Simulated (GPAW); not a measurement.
Runs of GPAW 26.7.0 on Cu. The structure is cubic, space group Fm-3m (No. 225). Conventional cell: a = 3.615 Å, b = 3.615 Å, c = 3.615 Å, α = 90.00°, β = 90.00°, γ = 90.00°. Cu (site symmetry m-3m) has 12 Cu at 2.56 Å as nearest neighbours. 

```tsv
task	level	potentials or basis	cell	smearing	optimizer	fmax	max steps	convergence	gap on the mesh (eV)	pressure (GPa)	relaxed volume (Å³/atom)
relaxation of cell and atoms	PBEsol+D3(BJ)	PAW data sets generated in the run's folder for this functional, pw	relaxed	fermi-dirac 0.05 eV	BFGS	0.01 eV/Å	60	density=1e-05 forces=0.0001	none	-0.1	(a)
single point	PBE	GPAW PAW data sets (gpaw-data 1.2.1), pw	as given	gaussian 0.025 eV	-	-	-	-	none	3.1	-
single point	PBE	GPAW PAW data sets (gpaw-data 1.2.1), pw	as given	gaussian 0.026 eV	-	-	-	-	none	3.1	-
relaxation of cell and atoms	RPBE+D3(BJ)	the program's PAW data sets (release 1.2.1) made for this functional, pw	relaxed	fermi-dirac 0.05 eV	BFGS	0.02 eV/Å	60	density=1e-05 forces=0.0001	none	0.0	9.86
relaxation of cell and atoms	revPBE+D4	the program's PAW data sets (release 1.2.1) made for this functional, pw	relaxed	fermi-dirac 0.05 eV	LBFGS	0.01 eV/Å	100	density=1e-05 forces=0.0001	none	0.0	11.35
```

Alike in all rows: no spin polarisation; k mesh 13 × 13 × 13; cutoff (eV) 600.

Task: Fill in the values left out.

Result: (a) 10.94.

Caveats: with this Cu data set, volumes or pressures lay over 1.5 % or 2 GPa off other programs in two to four cells of ten; later steps reuse the first step's grids (some runs); pairwise dispersion overbinds metals, which lowers pressure and volume (some runs); the volume moved by over 15 % at a fixed basis, so the end points are rough (some runs); the volume moved by -17 % from the deposited cell, more than functionals usually miss (some runs).

A gap of «none» marks a metal or a gap under the smearing width.
